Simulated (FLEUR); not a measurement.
# Sb (P2_1/m) in FLEUR: notebook

The runs below take Sb through band structure, equation of state, with LDA.

All numbers are computed with FLEUR MaX-R8.1 (later development tree); they aren't measurements. Logs are shortened: lines on timing, memory, paths and dates and some standing lists are left out, and cuts for length are marked.

### Step 1. Starting point

It takes space group P2_1/m (No. 11, monoclinic). The conventional cell has a = 3.122 Å, b = 4.348 Å, c = 4.406 Å, α = 90.00°, β = 90.51°, γ = 90.00°. Sb (site symmetry m) has 6 Sb at 3.04 to 3.15 Å as nearest neighbours.

This isn't the form of Sb at room conditions, which is rhombohedral.

### Step 2. Band structure, LDA

The input, inp.xml:

```xml
<?xml version="1.0" encoding="UTF-8" standalone="no"?>
<fleurInput fleurInputVersion="0.39">
   <comment>
      Sb                                                                                                  
   </comment>
   <calculationSetup>
      <cutoffs Kmax="4.1" Gmax="12.7" GmaxXC="12.7" numbands="0"/>
      <scfLoop itmax="60" minDistance="0.00001" maxIterBroyd="15" imix="Anderson" alpha="0.05" precondParam="0.0" spinf="2.0" sdNocoIR="T"/>
      <coreElectrons ctail="T" frcor="F" kcrel="0" coretail_lmax="0"/>
      <xcFunctional name="vwn" relativisticCorrections="F"/>
      <magnetism jspins="1"/>
      <soc l_soc="F" theta="0.0" phi="0.0" spav="F"/>
      <expertModes spex="0" secvar="F"/>
      <geometryOptimization l_f="F" forcealpha="1.0" forcemix="BFGS" epsdisp="0.00001" epsforce="0.00001"/>
      <ldaU l_linMix="F" mixParam="0.05" spinf="1.0"/>
   </calculationSetup>
   <cell>
      <bzIntegration valenceElectrons="42.0" mode="hist" fermiSmearingEnergy="0.00183747">
         <kPointListSelection listName="default-1"/>
         <!-- k-points included here -->
         <xi:include xmlns:xi="http://www.w3.org/2001/XInclude" href="kpts.xml"> </xi:include>
      </bzIntegration>
      <!-- symmetry operations included here -->
      <xi:include xmlns:xi="http://www.w3.org/2001/XInclude" href="sym.xml"> </xi:include>
      <bulkLattice scale="1.0">
         <bravaisMatrix>
            <row-1>    5.9004846309032892     0.0000000000000000     0.0000000000000000</row-1>
            <row-2>    0.0000000000000000     8.2156183417687423     0.0000000000000000</row-2>
            <row-3>   -0.0735386921388090     0.0000000000000000     8.3258536255211588</row-3>
         </bravaisMatrix>
      </bulkLattice>
   </cell>
   <atomSpecies>
      <species name="Antimony (Sb)" element="Sb" atomicNumber="51">
         <mtSphere radius="2.66" gridPoints="879" logIncrement="0.015"/>
         <atomicCutoffs lmax="10" lnonsphr="10"/>
         <electronConfig flipSpins="F">
            <coreConfig>(1s1/2) (2s1/2) (2p1/2) (2p3/2) (3s1/2) (3p1/2) (3p3/2) (4s1/2) (3d3/2) (3d5/2)</coreConfig>
            <valenceConfig>(4p1/2) (4p3/2) (5s1/2) (4d3/2) (4d5/2) (5p1/2) (5p3/2)</valenceConfig>
            <stateOccupation state="(5p1/2)" spinUp="0.500000" spinDown="0.500000"/>
            <stateOccupation state="(5p3/2)" spinUp="1.000000" spinDown="1.000000"/>
         </electronConfig>
         <energyParameters s="5" p="5" d="5" f="4"/>
         <lo type="SCLO" l="1" n="4" eDeriv="0"/>
         <lo type="SCLO" l="1" n="4" eDeriv="1"/>
         <lo type="SCLO" l="2" n="4" eDeriv="0"/>
         <lo type="SCLO" l="2" n="4" eDeriv="1"/>
         <lo type="SCLO" l="0" n="5" eDeriv="2"/>
         <lo type="SCLO" l="3" n="4" eDeriv="2"/>
      </species>
   </atomSpecies>
   <atomGroups>
      <atomGroup species="Antimony (Sb)">
         <relPos label="                   1">.0113890000 1.000/4.000 .2411660000</relPos>
         <relPos label="                   2">-.0113890000 -1.000/4.000 -.2411660000</relPos>
         <force calculate="T" relaxXYZ="TTT"/>
      </atomGroup>
   </atomGroups>
   <output dos="F" band="F" slice="F">
      <checks vchk="F" cdinf="F"/>
      <bandDOS minEnergy="-.5*Htr" maxEnergy="0.5*Htr" sigma="0.015" storeEVData="T"/>
      <vacuumDOS vacdos="F" integ="F" star="F" nstars="0" locx1="0.0" locy1="0.0" locx2="0.0" locy2="0.0" nstm="0" tworkf="0.0"/>
      <unfoldingBand unfoldBand="F" supercellX="1" supercellY="1" supercellZ="1"/>
      <plotting iplot="0" polar="F">
         <plot TwoD="T" vec1="  1.0  0.0  0.0" vec2="  0.0  1.0  0.0" vec3="  0.0  0.0  1.0" zero="  0.0  0.0  0.0" file="plot"/>
      </plotting>
      <chargeDensitySlicing numkpt="0" minEigenval="0.0" maxEigenval="0.0" nnne="0" pallst="F"/>
      <specialOutput eonly="F"/>
      <moessbauerParams electricFieldGradient="T" isomerShift="T" coreHyperfine="T" valenceHyperfine="T"/>
      <magneticCircularDichroism mcd="F" energyLo="-10.0" energyUp="0.0"/>
   </output>
  <!-- We include the file relax.xml here to enable relaxations (see documentation) -->
  <xi:include xmlns:xi="http://www.w3.org/2001/XInclude" href="relax.xml"> <xi:fallback/> </xi:include>
</fleurInput>
```

The input, crystal.txt:

```
Sb
&input cartesian=F /
3.1224020000  0.0000000000  0.0000000000
0.0000000000  4.3475180000  0.0000000000
-0.0389150000  0.0000000000  4.4058520000
1.8897261246
1.0 1.0 1.0

2
51 0.0113890000  0.2500000000  0.2411660000
51 0.9886110000  0.7500000000  0.7588340000

&kpt div1=9 div2=6 div3=6 gamma=T /
```

The input, inp.xml (bands):

```
<?xml version="1.0" encoding="UTF-8" standalone="no"?>
<fleurInput fleurInputVersion="0.39">
   <comment>
      Sb                                                                                                  
   </comment>
   <calculationSetup>
      <cutoffs Kmax="4.1" Gmax="12.7" GmaxXC="12.7" numbands="0"/>
      <scfLoop itmax="60" minDistance="0.00001" maxIterBroyd="15" imix="Anderson" alpha="0.05" precondParam="0.0" spinf="2.0" sdNocoIR="T"/>
      <coreElectrons ctail="T" frcor="F" kcrel="0" coretail_lmax="0"/>
      <xcFunctional name="vwn" relativisticCorrections="F"/>
      <magnetism jspins="1"/>
      <soc l_soc="F" theta="0.0" phi="0.0" spav="F"/>
      <expertModes spex="0" secvar="F"/>
      <geometryOptimization l_f="F" forcealpha="1.0" forcemix="BFGS" epsdisp="0.00001" epsforce="0.00001"/>
      <ldaU l_linMix="F" mixParam="0.05" spinf="1.0"/>
   </calculationSetup>
   <cell>
      <bzIntegration valenceElectrons="42.0" mode="hist" fermiSmearingEnergy="0.00183747">
         <kPointListSelection listName="path-1"/>
         <!-- k-points included here -->
         <xi:include xmlns:xi="http://www.w3.org/2001/XInclude" href="kpts.xml"> </xi:include>
      </bzIntegration>
      <!-- symmetry operations included here -->
      <xi:include xmlns:xi="http://www.w3.org/2001/XInclude" href="sym.xml"> </xi:include>
      <bulkLattice scale="1.0">
         <bravaisMatrix>
            <row-1>    5.9004846309032892     0.0000000000000000     0.0000000000000000</row-1>
            <row-2>    0.0000000000000000     8.2156183417687423     0.0000000000000000</row-2>
            <row-3>   -0.0735386921388090     0.0000000000000000     8.3258536255211588</row-3>
         </bravaisMatrix>
      </bulkLattice>
   </cell>
   <atomSpecies>
      <species name="Antimony (Sb)" element="Sb" atomicNumber="51">
         <mtSphere radius="2.66" gridPoints="879" logIncrement="0.015"/>
         <atomicCutoffs lmax="10" lnonsphr="10"/>
         <electronConfig flipSpins="F">
            <coreConfig>(1s1/2) (2s1/2) (2p1/2) (2p3/2) (3s1/2) (3p1/2) (3p3/2) (4s1/2) (3d3/2) (3d5/2)</coreConfig>
            <valenceConfig>(4p1/2) (4p3/2) (5s1/2) (4d3/2) (4d5/2) (5p1/2) (5p3/2)</valenceConfig>
            <stateOccupation state="(5p1/2)" spinUp="0.500000" spinDown="0.500000"/>
            <stateOccupation state="(5p3/2)" spinUp="1.000000" spinDown="1.000000"/>
         </electronConfig>
         <energyParameters s="5" p="5" d="5" f="4"/>
         <lo type="SCLO" l="1" n="4" eDeriv="0"/>
         <lo type="SCLO" l="1" n="4" eDeriv="1"/>
         <lo type="SCLO" l="2" n="4" eDeriv="0"/>
         <lo type="SCLO" l="2" n="4" eDeriv="1"/>
         <lo type="SCLO" l="0" n="5" eDeriv="2"/>
         <lo type="SCLO" l="3" n="4" eDeriv="2"/>
      </species>
   </atomSpecies>
   <atomGroups>
      <atomGroup species="Antimony (Sb)">
         <relPos label="                   1">.0113890000 1.000/4.000 .2411660000</relPos>
         <relPos label="                   2">-.0113890000 -1.000/4.000 -.2411660000</relPos>
         <force calculate="T" relaxXYZ="TTT"/>
      </atomGroup>
   </atomGroups>
   <output dos="F" band="T" slice="F">
      <checks vchk="F" cdinf="F"/>
      <bandDOS minEnergy="-.5*Htr" maxEnergy="0.5*Htr" sigma="0.015" storeEVData="T"/>
      <vacuumDOS vacdos="F" integ="F" star="F" nstars="0" locx1="0.0" locy1="0.0" locx2="0.0" locy2="0.0" nstm="0" tworkf="0.0"/>
      <unfoldingBand unfoldBand="F" supercellX="1" supercellY="1" supercellZ="1"/>
      <plotting iplot="0" polar="F">
         <plot TwoD="T" vec1="  1.0  0.0  0.0" vec2="  0.0  1.0  0.0" vec3="  0.0  0.0  1.0" zero="  0.0  0.0  0.0" file="plot"/>
      </plotting>
      <chargeDensitySlicing numkpt="0" minEigenval="0.0" maxEigenval="0.0" nnne="0" pallst="F"/>
      <specialOutput eonly="F"/>
      <moessbauerParams electricFieldGradient="T" isomerShift="T" coreHyperfine="T" valenceHyperfine="T"/>
      <magneticCircularDichroism mcd="F" energyLo="-10.0" energyUp="0.0"/>
   </output>
  <!-- We include the file relax.xml here to enable relaxations (see documentation) -->
  <xi:include xmlns:xi="http://www.w3.org/2001/XInclude" href="relax.xml"> <xi:fallback/> </xi:include>
</fleurInput>
```

Potentials or basis: all-electron, FLAPW.

Run with:

```
$ inpgen -f crystal.txt -profile fastHighL
$ # inp.xml edited to the form shown
$ fleur_MPI
$ fleur_MPI   # second run, on inp.xml (bands)
```

Standard output:

```text
Welcome to FLEUR        (www.flapw.de)
      MaX-Release 8.1          (www.max-centre.eu)

 ========== k-point set info ==========
 Selected k-point list: default-1
 k-point list type: mesh
 9 x 6 x 6
 Number of k points: 112

 ------------Calculation Setup---------------------------
 Number of MPI-tasks      :            1
 Number of PE/node        :            1
 Number of OMP-threads    :            1
 Most efficient MPI parallelization for:
           1           2           4           7           8          14          16          28          56         112
 Additional eigenvalue parallelization possible
 Number of basis functions:          567
 Approximate size of matrices (H+S) per k-point:         0.005 GB
 --------------------------------------------------------
 Iteration:     1   Distance:       4.52821108 me/bohr^3
 Iteration:     2   Distance:       4.24213095 me/bohr^3
 Iteration:     3   Distance:       1.33969777 me/bohr^3
 Iteration:     4   Distance:       0.19372367 me/bohr^3
 Iteration:     5   Distance:       0.16992059 me/bohr^3
 Iteration:     6   Distance:       0.04701379 me/bohr^3
 Iteration:     7   Distance:       0.00495098 me/bohr^3
 Iteration:     8   Distance:       0.00397319 me/bohr^3
 Iteration:     9   Distance:       0.00074361 me/bohr^3
 Iteration:    10   Distance:       0.00014952 me/bohr^3
 Iteration:    11   Distance:       0.00011834 me/bohr^3
 Iteration:    12   Distance:       0.00002285 me/bohr^3
 Iteration:    13   Distance:       0.00000536 me/bohr^3

 ********************************************************************
 Run finished successfully
 Stop message:
   all done
 ********************************************************************
```

output (bands):

```text
Welcome to FLEUR        (www.flapw.de)
      MaX-Release 8.1          (www.max-centre.eu)

 ========== k-point set info ==========
 Selected k-point list: path-1
 k-point list type: path
 Number of k points: 60

 ------------Calculation Setup---------------------------
 Number of MPI-tasks      :            1
 Number of PE/node        :            1
 Number of OMP-threads    :            1
 Most efficient MPI parallelization for:
           1           2           3           4           5           6          10          12          15          20          30          60
 Additional eigenvalue parallelization possible
 Number of basis functions:          567
 Approximate size of matrices (H+S) per k-point:         0.005 GB
 --------------------------------------------------------
 Fermi energy correction for metals:
 Fermi energy in bands.* files may not be consistent with last density.
 Please correct it manually (e.g. in band.gnu file).

 Note: Band structure data (together with different weights) is also stored in the banddos.hdf file.
       A convenient way of extracting and plotting the data from that file is by making use of the

 ********************************************************************
 Run finished successfully
 Stop message:
   Charge density postprocessing done.
 ********************************************************************
```

out.xml (last iteration):

```text
<iteration numberForCurrentRun="   13" overallNumber="   13">
         <energyParameters units="Htr">
            <atomicEP atomType="1" spin="1" branch="5s" branchLowest="-5.03" branchHighest="0.45" value="-0.1016695071"/>
            <atomicEP atomType="1" spin="1" branch="5p" branchLowest="-3.31" branchHighest="1.07" value="0.1603213545"/>
            <atomicEP atomType="1" spin="1" branch="5d" branchLowest="-0.79" branchHighest="2.17" value="0.3878979774"/>
            <atomicEP atomType="1" spin="1" branch="4f" branchLowest="-9.99" branchHighest="1.65" value="0.5408762736"/>
            <loAtomicEP atomType="1" spin="1" branch="4p" branchLowest="-27.11" branchHighest="-3.31" value="-3.3193516497"/>
            <loAtomicEP atomType="1" spin="1" branch="4p" branchLowest="-27.11" branchHighest="-3.31" value="-3.3193516497"/>
            <loAtomicEP atomType="1" spin="1" branch="4d" branchLowest="-18.53" branchHighest="-0.79" value="-0.8094022766"/>
            <loAtomicEP atomType="1" spin="1" branch="4d" branchLowest="-18.53" branchHighest="-0.79" value="-0.8094022766"/>
            <loAtomicEP atomType="1" spin="1" branch="5s" branchLowest="-5.03" branchHighest="0.45" value="-0.1016695071"/>
            <loAtomicEP atomType="1" spin="1" branch="4f" branchLowest="-9.99" branchHighest="1.65" value="0.5408773907"/>
         </energyParameters>
         <eigenvalues>
            <eigenvaluesAt spin="1" ikpt="1" k_x="0.00000000" k_y="0.00000000" k_z="0.00000000">
                      -3.3093822507       -3.3093457149       -3.3092768925       -3.3092361582       -3.3092241099
                      -3.3092148896       -0.8170286887       -0.8166450817       -0.8140046070       -0.8134203088
                      -0.8117748921       -0.8117327947       -0.8102223985       -0.8101941615       -0.8101485316
                      -0.8075495053       -0.2052541933       -0.0216142782        0.1207638278        0.1255934259
                       0.3314986296        0.3633132505        0.3715245808        0.3766093820        0.5011544997
                       0.5199815536        0.5227569021        0.5520920107        0.7298853574        0.7348152427
                       0.7570220139        0.7812749697        0.7859232876
            </eigenvaluesAt>
            <eigenvaluesAt spin="1" ikpt="2" k_x="0.00000000" k_y="0.00000000" k_z="0.16666667">
                      -3.3093754374       -3.3093392217       -3.3092829451       -3.3092426413       -3.3092240038
                      -3.3092156432       -0.8164390364       -0.8164286641       -0.8137355857       -0.8136196591
[... 48 lines left out ...]
            <spinDependentCharge spin="1" total="102.0000000" interstitial="3.7833863" mtSpheres="98.2166137"/>
            <totalCharge value="101.9999999933"/>
         </allElectronCharges>
         <moessbauerParams unitsHFF="kG" unitsIS="e/bohr^3" unitsEFG="Htr/bohr^2">
            <coreIsomerShift atomType="1" isTotal="211807.51470">
               <shell n="1" l="0" isomerShift="184234.08581"/>
               <shell n="2" l="0" isomerShift="21759.83187"/>
               <shell n="2" l="1" isomerShift="548.59150"/>
               <shell n="3" l="0" isomerShift="4260.56748"/>
               <shell n="3" l="1" isomerShift="116.34512"/>
               <shell n="4" l="0" isomerShift="888.09289"/>
               <shell n="3" l="2" isomerShift="0.00002"/>
            </coreIsomerShift>
            <isomerShift atomType="1" nucleusRadius="0.0001171" averageDensity="211907.48870"/>
            <electricFieldGradient atomType="1" VXX="-0.01178" VYY="-0.03243" VZZ="0.04421" asymParam="0.46701">
            </electricFieldGradient>
         </moessbauerParams>
         <totalEnergy                                    value="   -12956.2792421988" units="Htr">
            <sumOfEigenvalues                            value="    -7844.0851184301">
               <coreElectrons value="-7788.7343230736"/>
               <valenceElectrons value="-55.3507953565"/>
            </sumOfEigenvalues>
            <densityCoulombPotentialIntegral value="-21071.5841303347"/>
            <densityEffectivePotentialIntegral value="-21509.7879067304"/>
            <chargeDenXCDenIntegral value="-330.4272642623"/>
            <FockExchangeEnergyValence value="0.0000000000"/>
            <FockExchangeEnergyCore value="0.0000000000"/>
            <atomTypeDependentContributions atomType="1">
               <electronNucleiInteractionDifferentMTs value="15707.8530655205"/>
               <MadelungTerm value="-47.9096355489"/>
            </atomTypeDependentContributions>
            <tkbTimesEntropy value="0.0004813808"/>
            <freeEnergy value="-12956.2797235796"/>
            <extrapolationTo0K value="-12956.2794828892"/>
         </totalEnergy>
         <densityConvergence units="me/bohr^3">
            <chargeDensity spin="1" distance="0.0000053628"/>
         </densityConvergence>
      </iteration>
```

It took 2.5 min on 1 thread of Arm Neoverse V2, shared host; peak memory 0.1 GiB.

Results:

```yaml
Free_energy: -352558.3319 eV
Band_gap_along_the_path: none (metal or under the smearing width)
Valence_electrons_inside_the_program's_atomic_spheres: Sb 19.11 (radii Sb 2.66 bohr)
```

Levels at the corners of the path, in eV from the Fermi level:
| point | band 17 | band 18 | band 19 | band 20 | band 21 | band 22 | band 23 | band 24 | band 25 | band 26 |
| --- | --- | --- | --- | --- | --- | --- | --- | --- | --- | --- |
| Γ | -12.53 | -7.53 | -3.65 | -3.52 | 2.08 | 2.95 | 3.17 | 3.31 | 6.70 | 7.21 |
| Y | -10.98 | -10.56 | -1.61 | -1.09 | -1.00 | -0.85 | 4.40 | 4.77 | 7.86 | 8.09 |
| H | -8.65 | -8.19 | -4.16 | -3.85 | 0.26 | 0.85 | 1.34 | 1.48 | 5.48 | 5.81 |
| C | -8.65 | -8.20 | -4.16 | -3.85 | 0.27 | 0.84 | 1.37 | 1.46 | 5.49 | 5.80 |
| E | -7.66 | -7.66 | -3.66 | -3.66 | -3.55 | -3.55 | 2.13 | 2.13 | 7.13 | 7.13 |
| M1 | -7.67 | -7.67 | -3.66 | -3.66 | -3.55 | -3.55 | 2.13 | 2.13 | 7.13 | 7.13 |
| A | -8.39 | -8.39 | -3.98 | -3.98 | 0.41 | 0.41 | 1.35 | 1.35 | 5.53 | 5.53 |
| X | -10.21 | -5.65 | -4.81 | -1.82 | -1.69 | -1.61 | 4.52 | 4.81 | 4.86 | 5.23 |
| H1 | -8.65 | -8.19 | -4.16 | -3.85 | 0.26 | 0.85 | 1.34 | 1.48 | 5.48 | 5.81 |
| M | -7.67 | -7.67 | -3.66 | -3.66 | -3.55 | -3.55 | 2.13 | 2.13 | 7.13 | 7.13 |
| D | -10.09 | -10.09 | -5.63 | -5.63 | 4.93 | 4.93 | 5.19 | 5.19 | 9.46 | 9.46 |
| Z | -10.74 | -10.74 | -1.52 | -1.52 | -0.97 | -0.97 | 4.61 | 4.61 | 8.24 | 8.24 |
| Y | -10.98 | -10.56 | -1.61 | -1.09 | -1.00 | -0.85 | 4.40 | 4.77 | 7.86 | 8.09 |
| D | -10.09 | -10.09 | -5.63 | -5.63 | 4.93 | 4.93 | 5.19 | 5.19 | 9.46 | 9.46 |

Core levels (eV from the Fermi level):
```csv
atom,levels
1 Sb,"1s1/2 -30246.3, 2s1/2 -4598.5, 2p1/2 -4304.1, 2p3/2 -4052.7, 3s1/2 -897.5, 3p1/2 -777.0, 3p3/2 -730.6, 4s1/2 -143.9, 3d3/2 -517.0, 3d5/2 -507.3"
2 Sb,"1s1/2 -30246.3, 2s1/2 -4598.5, 2p1/2 -4304.1, 2p3/2 -4052.7, 3s1/2 -897.5, 3p1/2 -777.0, 3p3/2 -730.6, 4s1/2 -143.9, 3d3/2 -517.0, 3d5/2 -507.3"
```

Caveat: spin-orbit coupling is left out, which moves the levels of the heavy elements.

(Part 1 of 2 ends here.)
